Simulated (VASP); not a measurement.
# C in VASP: single point with PBEsol

Aim: the single point of C with PBEsol.

Everything below comes from runs of VASP 6.6.1. Logs are shortened: lines on timing, memory, paths and dates and some standing lists are left out, and cuts for length are marked.

### 1 Starting point

The cell holds a slab with vacuum, 6 atoms: a = 2.514 Å, b = 2.514 Å, c = 19.618 Å, α = 90.00°, β = 90.00°, γ = 120.00°.

The slab is cut from a database's or a generator's crystal, which needn't be the stable form of the element.

### 2 Single point, PBEsol

INCAR

```
ALGO     = Normal         # electronic algorithm
DIPOL    = 0.5 0.5 0.500
EDIFF    = 1E-6           # SCF threshold, eV
ENCUT    = 520            # plane-wave cutoff, eV
GGA      = PS             # functional
ICORELEVEL= 1            
IDIPOL   = 3            
ISIF     = 2              # what is computed and relaxed
ISMEAR   = 0              # smearing method
KPAR     = 2            
LASPH    = T              # aspherical terms in the spheres
LCHARG   = F              # write CHGCAR
LDIPOL   = T            
LREAL    = F              # projectors in reciprocal space
LVACPOTAV= T            
LVHAR    = T            
LWAVE    = F              # write WAVECAR
NBANDS   = 21             # bands
NELM     = 80             # most SCF steps
PREC     = Accurate       # precision mode
SIGMA    = 0.03           # smearing width, eV
```

KPOINTS

```
k-points
0
Gamma
  12 12 1
```

POSCAR

```
C
1.0
    2.5136995500      0.0000000000      0.0000000000
   -1.2568497800      2.1769276700      0.0000000000
    0.0000000000      0.0000000000     19.6179609500
C
6
Direct
    0.0000000000      0.0000000000      0.3823027300
    0.6666666700      0.3333333300      0.4084576800
    0.6666666700      0.3333333300      0.4869225300
    0.3333333300      0.6666666700      0.5130774700
    0.3333333300      0.6666666700      0.5915423200
    0.0000000000      0.0000000000      0.6176972700
```

Potentials or basis: VASP PAW PBE potentials, release 64 (C).

Command:

```console
$ cat potpaw_PBE.64/C/POTCAR > POTCAR
$ mpirun -np 2 vasp_std > vasp.out
```

OUTCAR:

```text
EDIFF = 1E-6
   ENCUT = 520
   GGA = PS
   ISIF = 2
   ISMEAR = 0
   LASPH = T
   LREAL = F
   NELM = 80
   PREC = Accurate

 ion  position               nearest neighbor table
   1  0.000  0.000  0.382-   2 1.54   2 1.54   2 1.54
   2  0.667  0.333  0.408-   1 1.54   1 1.54   1 1.54   3 1.54
   3  0.667  0.333  0.487-   4 1.54   4 1.54   4 1.54   2 1.54
   4  0.333  0.667  0.513-   3 1.54   3 1.54   3 1.54   5 1.54
   5  0.333  0.667  0.592-   6 1.54   6 1.54   6 1.54   4 1.54
   6  0.000  0.000  0.618-   5 1.54   5 1.54   5 1.54

  LATTYP: Found a hexagonal cell.
 ALAT       =     2.5136995500
 C/A-ratio  =     7.8044175765

  Lattice vectors:

 A1 = (   2.5136995500,   0.0000000000,   0.0000000000)
 A2 = (  -1.2568497800,   2.1769276700,   0.0000000000)
 A3 = (   0.0000000000,   0.0000000000,  19.6179609500)

Analysis of symmetry for initial positions (statically):
=====================================================================
 Subroutine PRICEL returns:
 Original cell was already a primitive cell.

 Routine SETGRP: Setting up the symmetry group for a
 hexagonal supercell.

 Subroutine GETGRP returns: Found 12 space group operations
 (whereof 12 operations were pure point group operations)
 out of a pool of 24 trial point group operations.

The static configuration has the point symmetry D_3d.

Analysis of symmetry for dynamics (positions and initial velocities):
=====================================================================
 Subroutine PRICEL returns:
 Original cell was already a primitive cell.

 Routine SETGRP: Setting up the symmetry group for a
 hexagonal supercell.

 Subroutine GETGRP returns: Found 12 space group operations
 (whereof 12 operations were pure point group operations)
 out of a pool of 24 trial point group operations.

The dynamic configuration has the point symmetry D_3d.

 Subroutine INISYM returns: Found 12 space group operations
 (whereof 12 operations are pure point group operations),
 and found     1 'primitive' translations

----------------------------------------------------------------------------------------

                                     Primitive cell

  volume of cell :     107.3523

  direct lattice vectors                    reciprocal lattice vectors
     2.513699550  0.000000000  0.000000000     0.397820018  0.229681495  0.000000000
    -1.256849780  2.176927670  0.000000000     0.000000000  0.459362988  0.000000000
     0.000000000  0.000000000 19.617960950     0.000000000  0.000000000  0.050973697

  length of vectors
[... 97 lines left out ...]
   EMIN   =  10.00;   EMAX   =-10.00  energy-range for DOS
   EFERMI =   0.00;   METHOD = LEGACY
   ISMEAR =     0;   SIGMA  =   0.03  broadening in eV -4-tet -1-fermi 0-gaus
   EFERMI_NEDOS =   21; number of points for ismear=-14 and -15
   IALGO  =     38    algorithm
   IMIX   =      4    mixing-type and parameters
     AMIX     =   0.40;   BMIX     =  1.00
     AMIX_MAG =   1.60;   BMIX_MAG =  1.00
  volume/ion in A,a.u.               =      17.89       120.74
  Fermi-wavevector in a.u.,A,eV,Ry     =   0.993592  1.877617 13.432017  0.987225
  Thomas-Fermi vector in A             =   2.125485
   LORBIT       =      0    0 simple, 1 ext, 2 COOP (PROOUT), +10 PAW based schemes
   GGA     = PS    functional components
   LHFCALC =     F    Hartree Fock is set to
   AEXX    =    0.0000 exact exchange contribution
   IVDW    =     0    specifies the selected vdW correction
   LEPSILON=     F    determine dielectric tensor
   LRPA    =     F    only Hartree local field effects (RPA)
 non-spin polarized calculation
 Gauss-broadening in eV      SIGMA  =   0.03
  energy-cutoff  :      520.00
  volume of cell :      107.35
 maximum number of plane-waves:      2909
 NGX is ok and might be reduce to    20
   NGX =  9   NGY =  9   NGZ = 73

 dipolmoment           0.000000      0.000000      0.000000 electrons x Angstroem

 number of electron      24.0000001 magnetization

 dipolmoment           0.000000      0.000000     -0.000000 electrons x Angstroem

 Free energy of the ion-electron system (eV)
  ---------------------------------------------------
  ext. energy  EPLUGINS =         0.00000000
  ---------------------------------------------------
  free energy    TOTEN  =       -52.98938620 eV

  energy without entropy =      -52.98926436  energy(sigma->0) =      -52.98932528

 the core state eigenenergies are
   1-  1s   -266.7986
   2-  1s   -267.1391
   3-  1s   -267.6417
   4-  1s   -267.6417
   5-  1s   -267.1391
   6-  1s   -266.7986

 E-fermi :  -0.9986     XC(G=0):  -5.1720

 val. band max:       -1.0528436526   @ k =   0.2500   0.2500   0.0000
 cond. band min:      -0.9509408831   @ k =   0.4167   0.1667   0.0000
 fundamental gap:      0.1019027695
 Fermi energy:        -0.9985528886

 k-point     1 :       0.0000    0.0000    0.0000
  band No.  band energies     occupation
      1     -22.3467      2.00000
      2     -20.1492      2.00000
      3     -17.7164      2.00000
      4     -12.3142      2.00000
      5      -7.6838      2.00000
      6      -3.7847      2.00000
[... 445 lines left out ...]
     20      12.4114      0.00000
     21      12.6604      0.00000

------------------------ aborting loop because EDIFF is reached ----------------------------------------

  FORCE on cell =-STRESS in cart. coord.  units (eV):
  Direction    XX          YY          ZZ          XY          YZ          ZX
  --------------------------------------------------------------------------------------
  -------------------------------------------------------------------------------------
  Total       -1.9269980     -1.9269980     -0.2917941      0.0000000      0.0000000     -0.0000000
  in kB      -28.7594522    -28.7594523     -4.3548765      0.0000001      0.0000000     -0.0000000
  external PRESSURE =     -20.6245937 kB  Pullay stress =       0.0000000 kB

 VOLUME and BASIS-vectors are now :
 -----------------------------------------------------------------------------
  energy-cutoff  :      520.00
  volume of cell :      107.35
      direct lattice vectors                 reciprocal lattice vectors
     2.513699550  0.000000000  0.000000000     0.397820018  0.229681495  0.000000000
    -1.256849780  2.176927670  0.000000000     0.000000000  0.459362988  0.000000000
     0.000000000  0.000000000 19.617960950     0.000000000  0.000000000  0.050973697

 POSITION                                       TOTAL-FORCE (eV/Angst)
 -----------------------------------------------------------------------------------
      0.00000      0.00000      7.50000         0.000000      0.000000      3.713512
      1.25685      0.72564      8.01311        -0.000000      0.000000     -4.965207
      1.25685      0.72564      9.55243        -0.000000      0.000000      1.822613
     -0.00000      1.45129     10.06553         0.000000      0.000000     -1.822613
     -0.00000      1.45129     11.60485        -0.000000      0.000000      4.965207
      0.00000      0.00000     12.11796        -0.000000     -0.000000     -3.713512
 -----------------------------------------------------------------------------------
    total drift:                                0.000000      0.000000     -0.000000

  FREE ENERGIE OF THE ION-ELECTRON SYSTEM (eV)
  ---------------------------------------------------
  free  energy   TOTEN  =       -52.9893861961 eV

  energy  without entropy=      -52.9892643610  energy(sigma->0) =      -52.98932528

 vacuum level on the upper side and lower side of the slab         5.001         5.001
```

OSZICAR:

```text
N       E                     dE             d eps       ncg     rms          rms(c)
DAV:   1     0.140853051712E+03    0.14085E+03   -0.10953E+04   798   0.959E+02
DAV:   2    -0.420704417148E+02   -0.18292E+03   -0.17579E+03  1147   0.227E+02
DAV:   3    -0.545876585088E+02   -0.12517E+02   -0.12386E+02  1008   0.621E+01
[... 12 lines left out ...]
DAV:  16    -0.529893394931E+02   -0.62913E-04   -0.33041E-06   914   0.760E-03    0.229E-03
DAV:  17    -0.529893662051E+02   -0.26712E-04   -0.17642E-06   912   0.403E-03    0.122E-03
DAV:  18    -0.529893790081E+02   -0.12803E-04   -0.78429E-07   913   0.333E-03    0.558E-04
DAV:  19    -0.529893854297E+02   -0.64216E-05   -0.45074E-07   875   0.177E-03    0.411E-04
DAV:  20    -0.529893861961E+02   -0.76637E-06   -0.34211E-08   869   0.826E-04
   1 F= -.52989386E+02 E0= -.52989325E+02  d E =-.121835E-03
```

Run time: 37 s. Hardware: 2 MPI ranks of Intel Xeon Platinum 8488C (Sapphire Rapids), shared host; peak memory 0.22 GiB.

What came out:

```yaml
Free_energy: -52.9894 eV
Largest_force: 4.965 eV/Å
Band_gap_on_the_k_mesh: 0.10 eV, indirect (least direct gap 0.12 eV)
Ionisation_potential_of_the_upper_face: 6.05 eV
```

Forces in eV/Å, atoms in the order of the input:
```
C    0.000  0.000  3.714
C    0.000  0.000 -4.965
C    0.000  0.000  1.823
C    0.000  0.000 -1.823
C    0.000  0.000  4.965
C    0.000  0.000 -3.714
```

Levels at points of the mesh, in eV from the valence-band top:
| k point | band 8 | band 9 | band 10 | band 11 | band 12 | band 13 | band 14 | band 15 | band 16 | band 17 |
| --- | --- | --- | --- | --- | --- | --- | --- | --- | --- | --- |
| (0.00, 0.00, 0.00) | -1.22 | -1.19 | -1.19 | -0.33 | -0.33 | 1.16 | 5.76 | 5.76 | 6.28 | 6.28 |
| (0.50, 0.00, 0.00) | -6.14 | -5.59 | -4.36 | -3.30 | -0.20 | 0.15 | 5.02 | 6.12 | 7.71 | 8.05 |

Core levels (eV, on the scale of the bands):
| atom | levels |
| --- | --- |
| 1 C | 1s -266.8 |
| 2 C | 1s -267.1 |
| 3 C | 1s -267.6 |
| 4 C | 1s -267.6 |
| 5 C | 1s -267.1 |
| 6 C | 1s -266.8 |

Caveat: the PAW data sets were made with another functional, which shifts forces and pressure a little.
